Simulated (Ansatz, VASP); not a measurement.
Se: VASP beside Ansatz

INCAR

```
ALGO = Normal
EDIFF = 1E-6
ENCUT = 520
GGA = PS
ISIF = 2
ISMEAR = 0
LASPH = True
LCHARG = False
LREAL = False
LWAVE = False
NBANDS = 13
NELM = 80
PREC = Accurate
SIGMA = 0.1
```

Contents of KPOINTS:

```
k-points
0
Gamma
  12 12 12
```

POSCAR

```
Se
1.0
    0.0000000000      3.2492452392      3.2492452392
    3.2492452392      0.0000000000      3.2492452392
    3.2492452392      3.2492452392      0.0000000000
Se
2
Direct
    0.5000000000      0.5000000000      0.5000000000
    0.7500000000      0.7500000000      0.7500000000
```

Input for Ansatz:

```yaml
crystal:
  lattice:
    - [0.0, 3.2492452392, 3.2492452392]
    - [3.2492452392, 0.0, 3.2492452392]
    - [3.2492452392, 3.2492452392, 0.0]
  atoms:
    - { symbol: Se, position: [0.5, 0.5, 0.5] }
    - { symbol: Se, position: [0.75, 0.75, 0.75] }
basis:
  ecutwfc: 420
kpoints:
  mp_grid: { grid: [12, 12, 12] }
hamiltonian:
  xc: pbesol
scf:
  occupations: { method: gaussian, width: 0.1 }
output:
  forces: true
  stress: true
  eigenvalues: true
```

Alike in both runs: task single point; functional PBEsol; k mesh 12 × 12 × 12; occupations gaussian, width 0.1 eV; no spin polarisation.

```csv
,VASP,Ansatz
version,VASP 6.6.1,Ansatz 0.2.0
potentials or method,"VASP PAW PBE potentials, release 64 (Se)","scalar-relativistic, plane waves, PAW"
plane-wave cutoff (eV),520,420
valence electrons in the cell,12,32
```

```tsv
	VASP	Ansatz	Ansatz less VASP
gap on the k mesh at the Fermi level (eV)	none	none	-
pressure (GPa)	-4.3	-4.4	-0.03
```

A gap of «none» marks a metal or a gap that the smearing closes. The functional is the same, so the differences come from potentials, cutoffs and numerics. The two sets of potentials don't hold the same shells in valence.

Caveats: the PAW data sets were made with another functional, which shifts forces and pressure a little (VASP).
